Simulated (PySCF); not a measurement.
**How good is the calculation?**

Molfile (atoms numbered from 1):
```
C4H9N
     RDKit          3D

 14 14  0  0  0  0  0  0  0  0999 V2000
   -0.0855   -1.1805   -0.0215 C   0  0  0  0  0  0  0  0  0  0  0  0
    1.1434   -0.2580    0.1256 C   0  0  0  0  0  0  0  0  0  0  0  0
    0.5323    1.1506    0.2722 C   0  0  0  0  0  0  0  0  0  0  0  0
   -0.7675    1.1114   -0.3759 N   0  0  0  0  0  0  0  0  0  0  0  0
   -1.2866   -0.2055   -0.0415 C   0  0  0  0  0  0  0  0  0  0  0  0
   -0.0328   -1.7631   -0.9542 H   0  0  0  0  0  0  0  0  0  0  0  0
   -0.1656   -1.9077    0.8009 H   0  0  0  0  0  0  0  0  0  0  0  0
    1.7771   -0.3069   -0.7741 H   0  0  0  0  0  0  0  0  0  0  0  0
    1.7824   -0.5308    0.9791 H   0  0  0  0  0  0  0  0  0  0  0  0
    0.3849    1.3871    1.3413 H   0  0  0  0  0  0  0  0  0  0  0  0
    1.1611    1.9498   -0.1478 H   0  0  0  0  0  0  0  0  0  0  0  0
   -0.6351    1.1693   -1.3847 H   0  0  0  0  0  0  0  0  0  0  0  0
   -2.0837   -0.5025   -0.7388 H   0  0  0  0  0  0  0  0  0  0  0  0
   -1.7440   -0.1572    0.9625 H   0  0  0  0  0  0  0  0  0  0  0  0
  1  2  1  0
  2  3  1  0
  3  4  1  0
  4  5  1  0
  5  1  1  0
  1  6  1  0
  1  7  1  0
  2  8  1  0
  2  9  1  0
  3 10  1  0
  3 11  1  0
  4 12  1  0
  5 13  1  0
  5 14  1  0
M  END
```

Method: shieldings: GIAO HF/pcSseg-2, geometry: PBE0-D3(BJ)/def2-SVP, in PySCF 2.14.0 with density-fitted response routines (no relativistic terms, rapidly exchanging positions averaged, one computed conformer, no solvent model).

Reference values: measured (solution, D2O, 298 K; Fulmer et al., Organometallics 2010, 29, 2176).
```json
{"atoms": "C3/C5", "quantity": "δ ¹³C", "reference": "46.8", "computed": "47.0"}
{"atoms": "C1/C2", "quantity": "δ ¹³C", "reference": "25.9", "computed": "25.5"}
```

Reference values: measured (solution, CD2Cl2, 298 K; Fulmer et al., Organometallics 2010, 29, 2176).
| atoms | quantity | reference | computed |
| --- | --- | --- | --- |
| C3/C5 | δ ¹³C | 47.0 | 47.0 |
| C1/C2 | δ ¹³C | 25.8 | 25.5 |
| H10/H11/H13/H14 | δ ¹H | 2.82 | 2.51 |
| H6/H7/H8/H9 | δ ¹H | 1.67 | 1.40 |

Computed shifts are σ(ref) − σ with the named reference compound (TMS for H and C) calculated as an isolated molecule at the same level.

Q: How far are the unscaled ¹³C shifts from the references?

A: Mean signed difference -0.12 ppm, mean absolute 0.23 ppm over 4 comparisons; the largest is -0.4 ppm at C1/C2 (sp3 CH2 in a ring).

Q: How far are the unscaled ¹H shifts from the references?

A: Mean signed difference -0.29 ppm, mean absolute 0.29 ppm over 2 comparisons; the largest is -0.31 ppm at H10/H11/H13/H14 (hydrogen on an sp3 CH2 bonded to N).

6 of the 40 published NMR values on file for this molecule are compared. The rest: values from further sources, protons in aromatic solvents.
